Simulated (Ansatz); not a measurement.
Candidate structures of PtSe2

Computed with Ansatz 0.2.0, DFT, PBE, all-electron LAPW, scalar-relativistic.

Each cell is taken as listed (from a database or a relaxation; residual pressures are under 0.6 GPa and forces under 0.08 eV/Å), on meshes of about 0.2 Å⁻¹ spacing; energies are extrapolated to zero smearing, with no zero-point or thermal terms. Other structures, the observed one among them, may be missing from this set and lie lower. No run is spin-polarised.

No spin–orbit coupling, which matters for the heavy atoms here.

(1) Order the structures by energy per atom, lowest first, and give the differences.
A.
```
Pt Se
1.0
     0.00000    3.14524    3.14524
     3.14524    0.00000    3.14524
     3.14524    3.14524    0.00000
Pt Se
1 2
Direct
  0.00000 0.00000 0.00000
  0.25000 0.25000 0.25000
  0.75000 0.75000 0.75000
```
(fluorite type, relaxed by us; 10×10×10 mesh on the primitive cell, smearing 0.05 eV, P = 0.0 GPa)
B.
Space group P4_2/mnm (No. 136). a = 5.781 Å, b = 5.781 Å, c = 4.024 Å, α = 90.00°, β = 90.00°, γ = 90.00°
| atom | site | symmetry | x | y | z |
| --- | --- | --- | --- | --- | --- |
| Pt | 2a | m.mm | 0.0000 | 0.0000 | 0.0000 |
| Se | 4f | m.2m | 0.3103 | 0.3103 | 0.0000 |
(rutile type, relaxed by us; 5×5×8 mesh on the primitive cell, smearing 0.05 eV, P = 0.0 GPa)
C.
```cif
data_structure
_symmetry_space_group_name_H-M 'P-3m1'
_symmetry_Int_Tables_number 164
_cell_length_a 3.7516
_cell_length_b 3.7516
_cell_length_c 6.5012
_cell_angle_alpha 90.000
_cell_angle_beta 90.000
_cell_angle_gamma 120.000
_cell_volume 79.24
loop_
_atom_site_label
_atom_site_type_symbol
_atom_site_symmetry_multiplicity
_atom_site_Wyckoff_symbol
_atom_site_fract_x
_atom_site_fract_y
_atom_site_fract_z
_atom_site_occupancy
Pt1 Pt 1 a 0.00000 0.00000 0.00000 1
Se1 Se 2 d 0.33333 0.66667 0.20099 1
```
(CdI2 type, relaxed by us; 12×12×7 mesh on the primitive cell, smearing 0.05 eV, P = 0.0 GPa)

Results:

(1) C (0 meV/atom), B (335 meV/atom), A (493 meV/atom).
